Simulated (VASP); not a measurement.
# BN (Qingsongite) (F-43m) in VASP: a series of runs, part 2 of 2

VASP 6.6.1.

## (3) Single point, LDA

This run uses another cell than the first one, of 5.73 Å³/atom, 1.032 times its volume.

Contents of INCAR:

```
PREC = Accurate ; ENCUT = 520
EDIFF = 1E-6 ; ISMEAR = 0
SIGMA = 0.01 ; LREAL = F
LASPH = T ; NELM = 80
ALGO = Normal ; ISIF = 2
LWAVE = F ; LCHARG = F
GGA = CA ; NBANDS = 11
```

Contents of KPOINTS:

```
Automatic mesh
0
Gamma
  10 10 10
```

Contents of POSCAR:

```
BN
1.0
    0.0000000000      1.7892411759      1.7892411759
    1.7892411759      0.0000000000      1.7892411759
    1.7892411759      1.7892411759      0.0000000000
B N
1 1
Direct
    0.0000000000      0.0000000000      0.0000000000
    0.2500000000      0.2500000000      0.2500000000
```

Potentials or basis: VASP PAW LDA potentials, release 64 (B, N).

On the command line:

```bash
cat potpaw_LDA.64/B/POTCAR potpaw_LDA.64/N/POTCAR > POTCAR
mpirun -np 1 vasp_std > vasp.out
```

OUTCAR:

```text
PREC = Accurate
   ENCUT = 520
   EDIFF = 1E-6
   ISMEAR = 0
   LREAL = F
   LASPH = T
   NELM = 80
   ISIF = 2
   GGA = CA

 ion  position               nearest neighbor table
   1  0.000  0.000  0.000-   2 1.55   2 1.55   2 1.55   2 1.55
   2  0.250  0.250  0.250-   1 1.55   1 1.55   1 1.55   1 1.55

  LATTYP: Found a face centered cubic cell.
 ALAT       =     3.5784823518

  Lattice vectors:

 A1 = (   0.0000000000,   1.7892411759,   1.7892411759)
 A2 = (   1.7892411759,   0.0000000000,   1.7892411759)
 A3 = (   1.7892411759,   1.7892411759,   0.0000000000)

Analysis of symmetry for initial positions (statically):
=====================================================================
 Subroutine PRICEL returns:
 Original cell was already a primitive cell.

 Routine SETGRP: Setting up the symmetry group for a
 face centered cubic supercell.

 Subroutine GETGRP returns: Found 24 space group operations
 (whereof 24 operations were pure point group operations)
 out of a pool of 48 trial point group operations.

The static configuration has the point symmetry T_d .

Analysis of symmetry for dynamics (positions and initial velocities):
=====================================================================
 Subroutine PRICEL returns:
 Original cell was already a primitive cell.

 Routine SETGRP: Setting up the symmetry group for a
 face centered cubic supercell.

 Subroutine GETGRP returns: Found 24 space group operations
 (whereof 24 operations were pure point group operations)
 out of a pool of 48 trial point group operations.

The dynamic configuration has the point symmetry T_d .

 Subroutine INISYM returns: Found 24 space group operations
 (whereof 24 operations are pure point group operations),
 and found     1 'primitive' translations

----------------------------------------------------------------------------------------

                                     Primitive cell

  volume of cell :      11.4561

  direct lattice vectors                    reciprocal lattice vectors
     0.000000000  1.789241176  1.789241176    -0.279448074  0.279448074  0.279448074
[... 117 lines left out ...]
 non-spin polarized calculation
 Gauss-broadening in eV      SIGMA  =   0.01
  energy-cutoff  :      520.00
  volume of cell :       11.46
 maximum number of plane-waves:       331
   NGX =  9   NGY =  9   NGZ =  9

 number of electron       7.9999999 magnetization

 Free energy of the ion-electron system (eV)
  ---------------------------------------------------
  ext. energy  EPLUGINS =         0.00000000
  ---------------------------------------------------
  free energy    TOTEN  =       -19.41360178 eV

  energy without entropy =      -19.41360178  energy(sigma->0) =      -19.41360178

 E-fermi :   7.9721     XC(G=0): -13.2519

 val. band max:        7.7747165920   @ k =   0.0000   0.0000   0.0000
 cond. band min:      12.1537732888   @ k =   0.5000   0.5000   0.0000
 fundamental gap:      4.3790566968
 Fermi energy:         7.9720670915

 k-point     1 :       0.0000    0.0000    0.0000
  band No.  band energies     occupation
      1     -12.6440      2.00000
      2       7.7747      2.00000
      3       7.7747      2.00000
      4       7.7747      2.00000
      5      16.6016      0.00000
      6      16.6016      0.00000
      7      16.6016      0.00000
      8      18.7132      0.00000
      9      32.8435      0.00000
     10      35.9398      0.00000
     11      35.9398      0.00000
[... 309 lines left out ...]
 k-point    24 :       0.4000    0.3000    0.0000
  band No.  band energies     occupation
      1      -8.7324      2.00000
      2       0.9404      2.00000
      3       3.1143      2.00000
      4       3.5532      2.00000
      5      13.8518      0.00000
      6      18.5076      0.00000
      7      23.4970      0.00000
      8      23.5377      0.00000
      9      27.7079      0.00000
     10      35.2133      0.00000
     11      39.9420      0.00000

 [... further k-points ...]

------------------------ aborting loop because EDIFF is reached ----------------------------------------

  FORCE on cell =-STRESS in cart. coord.  units (eV):
  Direction    XX          YY          ZZ          XY          YZ          ZX
  --------------------------------------------------------------------------------------
  -------------------------------------------------------------------------------------
  Total        0.1233481      0.1233481      0.1233481      0.0000000      0.0000000     -0.0000000
  in kB       17.2506903     17.2506903     17.2506903      0.0000000      0.0000000     -0.0000000
  external PRESSURE =      17.2506903 kB  Pullay stress =       0.0000000 kB

 VOLUME and BASIS-vectors are now :
 -----------------------------------------------------------------------------
  energy-cutoff  :      520.00
  volume of cell :       11.46
      direct lattice vectors                 reciprocal lattice vectors
     0.000000000  1.789241176  1.789241176    -0.279448074  0.279448074  0.279448074
     1.789241176  0.000000000  1.789241176     0.279448074 -0.279448074  0.279448074
     1.789241176  1.789241176  0.000000000     0.279448074  0.279448074 -0.279448074

 POSITION                                       TOTAL-FORCE (eV/Angst)
 -----------------------------------------------------------------------------------
      0.00000      0.00000      0.00000        -0.000000      0.000000     -0.000000
      0.89462      0.89462      0.89462         0.000000     -0.000000      0.000000
 -----------------------------------------------------------------------------------
    total drift:                               -0.000000     -0.000000     -0.000000

  FREE ENERGIE OF THE ION-ELECTRON SYSTEM (eV)
  ---------------------------------------------------
  free  energy   TOTEN  =       -19.4136017755 eV

  energy  without entropy=      -19.4136017755  energy(sigma->0) =      -19.41360178
```

Run time: 6.5 s. Hardware: 1 thread of Intel Xeon 8259CL, shared host; peak memory 0.11 GiB.

Results:

```
Free energy            : -19.4136 eV
Pressure               : 1.7 GPa
Band gap on the k mesh : 4.38 eV, indirect (least direct gap 8.83 eV)
```

## (4) Single point, LDA

This run uses another cell than the first one, of 6.08 Å³/atom, 1.096 times its volume.

Contents of INCAR:

```
SYSTEM = BN
ALGO = Normal ; EDIFF = 1E-6
ENCUT = 520 ; GGA = CA
ISIF = 2 ; ISMEAR = 0
LASPH = .True. ; LCHARG = .True.
LELF = .True. ; LREAL = .False.
LVHAR = .True. ; LWAVE = .False.
NBANDS = 11 ; NELM = 80
PREC = Accurate ; SIGMA = 0.01
```

Contents of KPOINTS:

```
k-points
0
Gamma
  10 10 10
  0 0 0
```

Contents of POSCAR:

```
BN
1.0
    0.0000000000      1.8253972035      1.8253972035
    1.8253972035      0.0000000000      1.8253972035
    1.8253972035      1.8253972035      0.0000000000
B N
1 1
Direct
    0.0000000000      0.0000000000      0.0000000000
    0.2500000000      0.2500000000      0.2500000000
```

On the command line:

```bash
cat potpaw_LDA.64/B/POTCAR potpaw_LDA.64/N/POTCAR > POTCAR
mpirun -np 1 vasp_std > vasp.out
```

It took 7.3 s on 1 thread of Intel Xeon 8259CL, shared host; peak memory 0.11 GiB.

Results (log left out):

| Quantity | Value |
| --- | --- |
| Free energy | -19.3711 eV |
| Pressure | -20.3 GPa |
| Band gap on the k mesh | 4.31 eV, indirect (least direct gap 8.54 eV) |

Levels at points of the mesh, in eV from the valence-band top:
| k point | band 1 | band 2 | band 3 | band 4 | band 5 | band 6 | band 7 | band 8 | band 9 |
| --- | --- | --- | --- | --- | --- | --- | --- | --- | --- |
| (0.00, 0.00, 0.00) | -19.74 | 0.00 | 0.00 | 0.00 | 8.54 | 8.54 | 8.54 | 9.97 | 23.94 |
| (0.50, 0.00, 0.00) | -15.59 | -10.45 | -1.89 | -1.89 | 9.83 | 10.40 | 10.40 | 14.71 | 22.66 |
| (0.50, 0.50, 0.00) | -14.26 | -8.70 | -4.78 | -4.78 | 4.31 | 8.98 | 17.25 | 17.25 | 20.01 |

A k mesh can miss the band edges. LDA gaps usually lie below the measured ones, often by a third to a half.

## (5) Single point, LDA

This run uses another cell than the first one, of 6.26 Å³/atom, 1.128 times its volume.

Contents of INCAR:

```
SYSTEM = BN
ALGO = Normal
EDIFF = 1E-6
ENCUT = 520
ISIF = 2
ISMEAR = 0
LASPH = .True.
LCHARG = .False.
LREAL = .False.
LWAVE = .False.
NBANDS = 11
NELM = 100
PREC = Accurate
SIGMA = 0.01
```

KPOINTS is that of step 4.

Contents of POSCAR:

```
BN
1.0
    0.0000000000      1.8429501765      1.8429501765
    1.8429501765      0.0000000000      1.8429501765
    1.8429501765      1.8429501765      0.0000000000
B N
1 1
Direct
    0.0000000000      0.0000000000      0.0000000000
    0.2500000000      0.2500000000      0.2500000000
```

On the command line:

```bash
cat potpaw_LDA.64/B/POTCAR potpaw_LDA.64/N/POTCAR > POTCAR
mpirun -np 1 vasp_std > vasp.out
```

Wall time 6.8 s (1 thread of Intel Xeon 8259CL, shared host); peak memory 0.11 GiB.

Results (log left out):

```yaml
Free_energy: -19.3168 eV
Pressure: -29.1 GPa
Band_gap_on_the_k_mesh: 4.27 eV, indirect (least direct gap 8.41 eV)
```

Levels at points of the mesh, in eV from the valence-band top:
```csv
k point,band 1,band 2,band 3,band 4,band 5,band 6,band 7,band 8
"(0.00, 0.00, 0.00)",-19.42,0.00,0.00,0.00,8.41,8.41,8.41,9.51
"(0.50, 0.00, 0.00)",-15.41,-10.19,-1.84,-1.84,9.46,10.24,10.24,14.42
"(0.50, 0.50, 0.00)",-14.11,-8.52,-4.65,-4.65,4.27,8.81,16.83,16.83
```

A k mesh can miss the band edges. As with any semilocal functional, this LDA gap is likely too small.

## (6) The runs side by side

| cell | gap on the mesh (eV) | pressure (GPa) |
| --- | --- | --- |
| a = 2.504 Å, angles 60.0°, 2 atoms | 4.41 | 15.3 |
| a = 2.530 Å, angles 60.0°, 2 atoms | 4.38 | 1.7 |
| a = 2.582 Å, angles 60.0°, 2 atoms | 4.31 | -20.3 |
| a = 2.606 Å, angles 60.0°, 2 atoms | 4.27 | -29.1 |

Alike in all rows: task single point; level LDA; potentials or basis VASP PAW LDA potentials, release 64 (B, N); no spin polarisation; k mesh 10 × 10 × 10; cutoff (eV) 520; smearing gaussian 0.01 eV.

Total energies depend on the potentials used, so only differences within one code and one set of settings carry meaning.

## (7) Comparison with measurements

Step 3. A measured gap of BN is 6.4 eV (indirect; 300 K; a printed reference work, monograph); the calculated 4.38 eV misses it by -2.02 eV. The value is that of LDA on a finite k mesh, which can miss the band edges, without temperature or zero-point motion. Semilocal functionals fall short of measured gaps as a rule.
